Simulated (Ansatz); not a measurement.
# BaTiO3: experiment and calculation

**What was measured.**

From “X-ray diffractometry for the structure determination of a submicrometre single powder grain”, 2009, pmc:2678016, for a bulk crystal of BaTiO3 at 300 K: lattice constant a 3.9905 ± 0.0013 Å.

How close the calculation comes is told below.

Theory: DFT PBE, scalar-relativistic, plane waves, PAW in Ansatz.

Plane waves to 420 eV, a k mesh through Γ of 8×8×8 on the computed 5-atom cell and Gaussian smearing (0.02 eV); no spin polarisation.

Relaxed structure, symmetry kept:

```cif
data_structure
_symmetry_space_group_name_H-M 'P4mm'
_symmetry_Int_Tables_number 99
_cell_length_a 3.9853
_cell_length_b 3.9853
_cell_length_c 4.2022
_cell_angle_alpha 90.000
_cell_angle_beta 90.000
_cell_angle_gamma 90.000
_cell_volume 66.74
loop_
_atom_site_label
_atom_site_type_symbol
_atom_site_symmetry_multiplicity
_atom_site_Wyckoff_symbol
_atom_site_fract_x
_atom_site_fract_y
_atom_site_fract_z
_atom_site_occupancy
Ba1 Ba 1 a 0.00000 0.00000 0.98930 1
Ti1 Ti 1 b 0.50000 0.50000 0.47205 1
O1 O 1 b 0.50000 0.50000 0.04088 1
O2 O 2 c 0.50000 0.00000 0.52038 1
```

```
Space group                                                       : P4mm (No. 99)
Volume per atom                                                   : 13.35 Å³
Formation energy from the elements' standard states (uncorrected) : -3.102 eV/atom
Kohn–Sham band gap                                                : 1.84 eV
Löwdin character of the top 1 eV of the valence band              : O 2p 94 %
Löwdin character of the lowest 1 eV of the conduction band        : Ti 3d 84 %, O 2p 12 %
Bader charges (e)                                                 : Ba (1 in the cell) 1.54, Ti (1 in the cell) 2.19, O (1 in the cell) -1.21, O (2 in the cell) -1.26
```

Spin-orbit coupling is left out, which matters for the bands of heavy elements.

A ferromagnetic start lost its moments in a first run, so spin was left out; other magnetic orders weren't tried.

Against the measured lattice constant a of BaTiO3, 3.9905 Å (300 K; the paper above), the calculated 3.985 Å is off by -0.1 %. The calculation is for 0 K without zero-point motion.